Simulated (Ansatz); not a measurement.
A crystal relaxed with r2SCAN in Ansatz 0.2.0 has space group Fm-3m (No. 225) and a = 3.990 Å.

```json
{"atom": "Li", "site": "4a", "x": "0.0000", "y": "0.0000", "z": "0.0000"}
{"atom": "Xx", "site": "4b", "x": "0.5000", "y": "0.0000", "z": "0.0000"}
```

With r2SCAN the gap is 10.33 eV and direct, at Γ. HSE06 gives an indirect gap of 11.671 eV, from K–Γ (0.83 of the way from K) to Γ; the least direct gap is 11.671 eV at Γ. Least and direct gap differ so little that the kind isn't settled. Meshes: r2SCAN 10×10×10, HSE06 8×8×8. r2SCAN's ε∞ is 2.0 in all directions.

**Question.** Which element is Xx?
A. I
B. H
C. Br
D. F

**Answer.** D. Xx is F: a 2-atom cell of LiF (Fm-3m) from a materials database. Li has 6 F at 2.00 Å; F has 6 Li at 2.00 Å.

Calculated for a static, non-magnetic cell.

Where an edge lies off the special points, it is a point of the mesh or the k point where a search put PBE's edge or least direct gap, reused for the other functionals, whose own edges may lie a little apart.

The meshes of the hybrids are coarse, so their gaps aren't converged to the digits shown.
